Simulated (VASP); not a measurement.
P, 2 atoms in the cell. The cell holds a slab with vacuum, 2 atoms: a = 3.273 Å, b = 3.273 Å, c = 28.000 Å, α = 90.00°, β = 90.00°, γ = 120.00°. The cell was built by a generator and needn't be a form met in nature.

```yaml
Program: VASP 6.6.1
Task: single point
Functional: r2SCAN
Potentials_or_basis: VASP PAW PBE potentials, release 64 (P)
Cutoff: 520 eV
k_mesh: 9 × 9 × 1
Occupations: gaussian, width 0.02 eV
Spin: no spin polarisation
Dipole_correction: yes
Further_INCAR_settings: ALGO = Normal; EDIFF = 1e-06; NBANDS = 12
```

Potentials or basis: VASP PAW PBE potentials, release 64 (P).

Run with:

```console
$ cat potpaw_PBE.64/P/POTCAR > POTCAR
$ cp INCAR.step1 INCAR
$ mpirun -np 1 vasp_std > vasp.out
$ cp INCAR.step2 INCAR
$ mpirun -np 1 vasp_std > vasp.out
```

Hardware: 1 thread of Intel(R) Xeon(R) Platinum 8488C (Sapphire Rapids), on a shared host.

**Question.** How long does it take, and how much memory?

**Answer.** Wall time 2.4 min on 1 thread of Intel(R) Xeon(R) Platinum 8488C (Sapphire Rapids), on a shared host, peak memory 0.36 GiB. Counts: scf iterations 20, k points 12.
